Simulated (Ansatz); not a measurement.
# Ga2O3 (C2/m) in Ansatz: settings compared

Aim: see how the results for Ga2O3 move with the level of theory and the settings. Levels: LDA, PBEsol. Tasks: band structure.

Program: Ansatz 0.2.0. These are calculated values, not measurements. Logs are shortened: lines on timing, memory, paths and dates and some standing lists are left out, and cuts for length are marked.

## 1. The crystal as given

It takes space group C2/m (No. 12, monoclinic). The conventional cell has a = 12.214 Å, b = 3.037 Å, c = 5.798 Å, α = 90.00°, β = 103.83°, γ = 90.00°. Ga (site symmetry m) has 6 O at 1.94 to 2.07 Å as nearest neighbours. Ga (site symmetry m) is surrounded by 4 O at 1.83 to 1.86 Å. Around O (site symmetry m) lie 3 Ga at 1.83 to 1.94 Å. O (site symmetry m) is surrounded by 4 Ga at 1.86 to 2.07 Å. O (site symmetry m) has 3 Ga at 1.83 to 1.94 Å as nearest neighbours.

## 2. Band structure, LDA, spin-orbit coupling, no magnetisation

The input, input.yaml:

```yaml
crystal:
  lattice:
    - [6.107, -1.51855, 0.0]
    - [6.107, 1.51855, 0.0]
    - [-1.3859888959, 0.0, 5.630008738]
  atoms:
    - { symbol: Ga, position: [0.34134, 0.34134, 0.68598] }
    - { symbol: Ga, position: [0.65866, 0.65866, 0.31402] }
    - { symbol: Ga, position: [0.9095, 0.9095, 0.2054] }
    - { symbol: Ga, position: [0.0905, 0.0905, 0.7946] }
    - { symbol: O, position: [0.5041, 0.5041, 0.7434] }
    - { symbol: O, position: [0.4959, 0.4959, 0.2566] }
    - { symbol: O, position: [0.8267, 0.8267, 0.4368] }
    - { symbol: O, position: [0.1733, 0.1733, 0.5632] }
    - { symbol: O, position: [0.8355, 0.8355, 0.8902] }
    - { symbol: O, position: [0.1645, 0.1645, 0.1098] }
hamiltonian:
  xc: lda
  pseudopotentials: { kind: paw_fr }
magnetization:
  noncollinear: true
  spin_orbit: true
kpoints:
  mp_grid: { grid: [9, 9, 5] }
  band_path:
    path:
      - [[0.0, 0.5, 0.0], [0.0, 0.0, 0.0], [0.0, 0.0, -0.5]]
      - [[0.0, 0.5, -0.5], [0.0, 0.0, 0.0], [-0.5, -0.5, 0.5]]
      - [[-0.5, 0.0, 0.5], [0.0, 0.0, 0.0], [-0.5, -0.5, 0.0]]
      - [[-0.5, 0.0, 0.0], [0.0, 0.0, 0.0]]
    npoints: 10
scf:
  occupations: { method: fermi_dirac, width: 0.05 }
  n_extra_bands: 25
output:
  forces: true
  stress: true
  eigenvalues: true
  fatbands: true
```

Potentials or basis: Ansatz PAW.

On the command line:

```
$ ansatz run input.yaml --threads 4 --pin off --max-ram 11264MiB --backend cpu --events-out ev --progress --plain --runs-dir out
```

The log of the run:

```text
Warning: RAYON_NUM_THREADS=4 ignored (pool sized by the plan → 4); use --threads N
basis.fft_grid_basis auto: the FFT boxes are laid along the combinations [[1, -1, 0], [0, 1, 0], [0, 0, 1]] of the cell's own vectors, 3.037, 6.293 and 5.798 Å long. The dense box has 24×45×40 points. Along the cell's own vectors, as sized, it would have 45×45×40, 1.88 times as many. Of the 4 symmetry operations that the crystal satisfies within crystal.symmetry.tolerance (time reversal apart; of a slab, those that keep its plane) the dense box along the cell's own vectors carries 4, and the one as laid loses 2 of those. basis.fft_grid_basis: typed keeps the cell's own vectors: state it where this run's energies or levels are differenced outside the engine with another run's, or held beside a run that keeps those vectors.
scf.n_extra_bands = 25 over 88 filled bands (N_el = 88.0): the run solves 113 bands
[... 92 lines left out ...]
  k-point 1: bands = ["-10.8401", "-10.8401", "-9.8546", "-9.8546", "-9.6930", "-9.6930", "-9.5007", "-9.5007", "-9.1280", "-9.1280", "-9.0153", "-9.0153", "-5.3901", "-5.3901", "-5.3573", "-5.3573", "-5.2461", "-5.2461", "-5.1660", "-5.1660", "-5.1041", "-5.1041", "-5.0479", "-5.0479", "-4.9963", "-4.9963", "-4.9381", "-4.9381", "-4.8844", "-4.8844", "-4.8523", "-4.8523", "-4.8068", "-4.8068", "-4.7676", "-4.7676", "-4.6866", "-4.6866", "-4.6104", "-4.6104", "-4.5758", "-4.5758", "-4.5620", "-4.5620", "-4.5144", "-4.5144", "-4.4026", "-4.4026", "-4.3484", "-4.3484", "-4.0873", "-4.0873", "0.8854", "0.8854", "1.9928", "1.9928", "2.8124", "2.8124", "3.6266", "3.6266", "4.3233", "4.3233", "5.1052", "5.1052", "5.3727", "5.3727", "5.4794", "5.4794", "5.7647", "5.7647", "5.7955", "5.7955", "6.0091", "6.0091", "6.2063", "6.2063", "6.6515", "6.6515", "7.0894", "7.0894", "7.1759", "7.1759", "7.2273", "7.2273", "7.4333", "7.4333", "7.5760", "7.5760", "10.8144", "10.8144", "13.5602", "13.5602", "14.2514", "14.2514", "14.5441", "14.5441", "15.2813", "15.2813", "16.3343", "16.3343", "16.8347", "16.8347", "17.4060", "17.4060", "19.1947", "19.1947", "20.0120", "20.0120", "20.2069", "20.2069", "20.2774", "20.2774", "20.5738"]
  k-point 2: bands = ["-10.6675", "-10.6675", "-10.1008", "-10.1008", "-9.7055", "-9.7055", "-9.4196", "-9.4196", "-9.1692", "-9.1692", "-9.0162", "-9.0162", "-5.3874", "-5.3874", "-5.3702", "-5.3702", "-5.2357", "-5.2357", "-5.1799", "-5.1799", "-5.1142", "-5.1142", "-5.0930", "-5.0930", "-4.9871", "-4.9871", "-4.9496", "-4.9496", "-4.8868", "-4.8868", "-4.8310", "-4.8310", "-4.8122", "-4.8122", "-4.7875", "-4.7875", "-4.6699", "-4.6699", "-4.6251", "-4.6251", "-4.5854", "-4.5854", "-4.5532", "-4.5532", "-4.5055", "-4.5055", "-4.4424", "-4.4424", "-4.3414", "-4.3414", "-3.9623", "-3.9623", "1.3868", "1.3868", "2.0666", "2.0666", "2.6196", "2.6196", "3.5295", "3.5295", "4.5547", "4.5547", "5.1020", "5.1020", "5.2000", "5.2000", "5.5507", "5.5507", "5.7083", "5.7083", "5.7876", "5.7876", "5.9130", "5.9130", "6.2318", "6.2318", "6.3339", "6.3339", "6.4919", "6.4919", "7.1912", "7.1912", "7.1993", "7.1993", "7.3081", "7.3081", "7.5358", "7.5358", "11.9881", "11.9881", "13.1123", "13.1123", "14.3504", "14.3504", "14.7857", "14.7857", "15.3661", "15.3661", "15.6341", "15.6341", "17.3670", "17.3670", "17.5450", "17.5450", "19.3961", "19.3961", "19.4588", "19.4588", "20.0616", "20.0616", "20.8294", "20.8294", "20.9263"]
  k-point 114: bands = ["-10.4123", "-10.4123", "-10.0417", "-10.0417", "-9.8125", "-9.8125", "-9.4557", "-9.4557", "-9.2239", "-9.2239", "-8.9773", "-8.9773", "-5.3851", "-5.3851", "-5.3373", "-5.3373", "-5.2636", "-5.2636", "-5.2320", "-5.2320", "-5.1260", "-5.1260", "-5.0943", "-5.0943", "-4.9860", "-4.9860", "-4.9419", "-4.9419", "-4.8668", "-4.8668", "-4.8425", "-4.8425", "-4.8117", "-4.8117", "-4.7701", "-4.7701", "-4.7100", "-4.7100", "-4.6713", "-4.6713", "-4.6255", "-4.6255", "-4.5697", "-4.5697", "-4.5288", "-4.5288", "-4.4465", "-4.4465", "-3.9725", "-3.9725", "-3.7626", "-3.7626", "1.8282", "1.8282", "2.2141", "2.2141", "2.7442", "2.7442", "3.2095", "3.2095", "4.0703", "4.0703", "4.3253", "4.3253", "4.7900", "4.7900", "4.9586", "4.9586", "5.2084", "5.2084", "5.4038", "5.4038", "5.8228", "5.8228", "6.2868", "6.2868", "6.7162", "6.7162", "6.7599", "6.7599", "7.0546", "7.0546", "7.2571", "7.2571", "7.2944", "7.2944", "7.8324", "7.8324", "13.0525", "13.0525", "13.5089", "13.5089", "14.0794", "14.0794", "14.5659", "14.5659", "15.0460", "15.0460", "15.8250", "15.8250", "17.5556", "17.5556", "17.9433", "17.9433", "19.1682", "19.1682", "19.5186", "19.5186", "20.2066", "20.2066", "20.4263", "20.4263", "20.6343"]
```

bands.tsv:

```text
[... 66 lines left out ...]
```

Wall time 2.9 min (4 threads of Intel Xeon Platinum 8375C at 2.90GHz (Ice Lake), shared host); peak memory 2.7 GiB.

Results:

| Item | Value |
| --- | --- |
| Free energy | -18164.1719 eV |
| Pressure | -4.1 GPa |
| Largest force | 0.089 eV/Å |
| Band gap on the k mesh | 2.33 eV, indirect (least direct gap 2.35 eV) |
| Band gap along the path | 2.33 eV, indirect (least direct gap 2.35 eV) |

Forces in eV/Å, atoms in the order of the input:
```
Ga   0.009  0.000 -0.021
Ga  -0.009  0.000  0.021
Ga  -0.018  0.000 -0.056
Ga   0.018  0.000  0.056
O   -0.034  0.000  0.018
O    0.034  0.000 -0.018
O   -0.038  0.000  0.021
O    0.038  0.000 -0.021
O    0.074  0.000  0.048
O   -0.074  0.000 -0.048
```

Levels at the corners of the path, in eV from the valence-band top:
```tsv
point	band 84	band 85	band 86	band 87	band 88	band 89	band 90	band 91	band 92	band 93
X	-0.73	-0.47	-0.47	-0.11	-0.11	5.47	5.47	6.38	6.38	7.10
Γ	-0.48	-0.29	-0.29	-0.01	-0.01	2.33	2.33	5.56	5.56	6.55
Y	-0.63	-0.51	-0.51	-0.30	-0.30	4.69	4.69	4.81	4.81	6.60
L	-1.06	-0.75	-0.75	-0.65	-0.65	6.75	6.75	6.78	6.78	7.68
Γ	-0.48	-0.29	-0.29	-0.01	-0.01	2.33	2.33	5.56	5.56	6.55
Z	-0.61	-0.60	-0.60	0.00	0.00	5.10	5.10	5.21	5.21	6.15
N	-1.06	-0.75	-0.75	-0.65	-0.65	6.75	6.75	6.78	6.78	7.68
Γ	-0.48	-0.29	-0.29	-0.01	-0.01	2.33	2.33	5.56	5.56	6.55
M	-0.68	-0.42	-0.42	-0.15	-0.15	4.47	4.47	4.74	4.74	5.63
R	-0.73	-0.47	-0.47	-0.11	-0.11	5.47	5.47	6.38	6.38	7.10
Γ	-0.48	-0.29	-0.29	-0.01	-0.01	2.33	2.33	5.56	5.56	6.55
```

Caveat: the pressure holds a Pulay correction of +1.0 GPa for the finite cutoff; the PAW data sets come from PBE, with cores solved anew for the run's functional, which leaves a small shift of forces and pressure.

## 3. Band structure, PBEsol, spin-orbit coupling, no magnetisation

Changes to input.yaml since step 2:

```diff
@@ -17,3 +17,3 @@
 hamiltonian:
-  xc: lda
+  xc: pbesol
   pseudopotentials: { kind: paw_fr }
@@ -38,2 +38,2 @@
   eigenvalues: true
-  fatbands: true
+  fatbands: false
```

Potentials or basis: Ansatz PAW.

On the command line:

```
$ ansatz run input.yaml --threads 4 --pin off --max-ram 11264MiB --backend cpu --events-out ev --progress --plain --runs-dir out
```

It took 2.5 min on 4 threads of Intel Xeon Platinum 8375C at 2.90GHz (Ice Lake), shared host; peak memory 2.7 GiB.

It converged, with:

```
Free energy             : -18342.1242 eV
Pressure                : 2.5 GPa
Largest force           : 0.120 eV/Å
Band gap on the k mesh  : 2.34 eV, indirect (least direct gap 2.35 eV)
Band gap along the path : 2.34 eV, indirect (least direct gap 2.35 eV)
```

Forces on the atoms (eV/Å):
```
Ga   0.017  0.000 -0.056
Ga  -0.017  0.000  0.056
Ga  -0.058  0.000 -0.062
Ga   0.058  0.000  0.062
O   -0.117  0.000 -0.027
O    0.117  0.000  0.027
O   -0.023  0.000  0.059
O    0.023  0.000 -0.059
O   -0.087  0.000  0.044
O    0.087  0.000 -0.044
```

Stress tensor (GPa, compression positive):
```
2.54 0.00 0.05
0.00 2.84 0.00
0.05 0.00 2.05
```

Levels at the corners of the path, in eV from the valence-band top:
```csv
point,band 86,band 87,band 88,band 89,band 90,band 91
X,-0.46,-0.12,-0.12,5.58,5.58,6.46
Γ,-0.28,-0.01,-0.01,2.34,2.34,5.65
Y,-0.49,-0.30,-0.30,4.73,4.73,4.86
L,-0.75,-0.65,-0.65,6.86,6.86,6.89
Γ,-0.28,-0.01,-0.01,2.34,2.34,5.65
Z,-0.59,0.00,0.00,5.15,5.15,5.26
N,-0.75,-0.65,-0.65,6.86,6.86,6.89
Γ,-0.28,-0.01,-0.01,2.34,2.34,5.65
M,-0.42,-0.15,-0.15,4.53,4.53,4.78
R,-0.46,-0.12,-0.12,5.58,5.58,6.46
Γ,-0.28,-0.01,-0.01,2.34,2.34,5.65
```

Caveat: the pressure holds a Pulay correction of +0.8 GPa for the finite cutoff; the PAW data sets come from PBE, with cores solved anew for the run's functional, which leaves a small shift of forces and pressure.
